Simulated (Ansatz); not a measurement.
Wanted: the native input for an Ansatz 0.2.0 run.

```
Task                : single point
Functional          : PBE
Potentials or basis : all-electron LAPW, scalar-relativistic
Cutoff              : 324 eV (chosen from the basis error)
Basis error allowed : 0.001 eV/atom
k mesh              : 10 × 10 × 10
Occupations         : gaussian, width 0.023 eV
Spin                : collinear spin, ferromagnetic start
Starting moments    : [4.0, 0.0] μB
```

The system is MnO.

```
CELL_PARAMETERS angstrom
0.00000 2.22391 2.22391
2.22391 0.00000 2.22391
2.22391 2.22391 0.00000
ATOMIC_POSITIONS crystal
Mn 0.00000 0.00000 0.00000
O 0.50000 0.50000 0.50000
```

The cell is a database's computed one.

The input as run:

input.yaml

```yaml
crystal:
  lattice:
    - [0.0, 2.2239077028, 2.2239077028]
    - [2.2239077028, 0.0, 2.2239077028]
    - [2.2239077028, 2.2239077028, 0.0]
  atoms:
    - { symbol: Mn, position: [0.0, 0.0, 0.0], spin: 4.0 }
    - { symbol: O, position: [0.5, 0.5, 0.5] }
kpoints:
  mp_grid: { grid: [10, 10, 10] }
scf:
  occupations: { method: gaussian, width: 0.023 }
hamiltonian:
  xc: pbe
  pseudopotentials: { kind: all_electron, lapw: { basis_error: 0.001 } }
magnetization:
  spin_polarized: true
output:
  forces: true
  stress: true
  eigenvalues: true
```

Potentials or basis: all-electron LAPW, scalar-relativistic.

The run is started by

```sh
$ ansatz run input.yaml --threads 2 --pin off --max-ram 6144MiB --backend cpu --events-out ev --progress --plain --runs-dir out
```

It gave:

```yaml
Pressure: 0.2 GPa
Band_gap_on_the_k_mesh: none (metal or under the smearing width)
Net_moment: 4.80 μB per cell
Absolute_moment: 4.80 μB per cell
Site_moments: Mn +4.35; O +0.24 μB
```

Caveat: a cell with one magnetic atom can't hold antiferromagnetic order, which such compounds often take; semilocal functionals often make such compounds metallic where correlation or magnetic order opens a gap, which also shifts bond lengths.

Wall time 12 s on 2 threads of Arm Neoverse V1, with other jobs on the host, peak memory 0.39 GiB.
